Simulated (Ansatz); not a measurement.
Rows from a G0W0 calculation on MgO (Fm-3m) (Ansatz 0.2.0; G0W0 on PBE, plane waves, PAW; PAW set soft_1; 8×8×8 mesh, 14 empty bands, screening to 150 eV, PAW set soft_1 files), in eV. Spin-orbit coupling is left out.

```csv
row,k,band,start,Σx,Σc at the solution,Vxc
A,Γ,c1,13.089,-10.155,-3.168,-14.902
B,Γ,v1,8.216,-26.474,4.741,-20.960
C,Γ,c2,24.107,-3.729,-4.201,-9.655
```

Q: Give the quasiparticle energies and the shift of each level.

The quasiparticle equation reads E = start + Σx + Σc(E) − Vxc.

```csv
row,E (eV),shift (eV)
A,14.668,+1.579
B,7.443,−0.773
C,25.832,+1.725
```

Limits: not at the basis limit.

[Paths, hosts, dates, memory and timing lines, banners, echoed tables and standing remarks are left out of the program output.]

[Logs are printed without paths, hosts, clocks, repeated set-up lines and the standing remarks that a program may print on its own settings, such as how far it seeks lower states.]

[Runs of the session that timed out or met a known fault of the program may be left out.]

[Cells called generated may have been cut or substituted from an entry of the Crystallography Open Database or the Materials Project.]

[Hosts, paths, dates, database ids (printed as entryN), source tags and the programs' standing remarks are cut or masked in the printed files.]
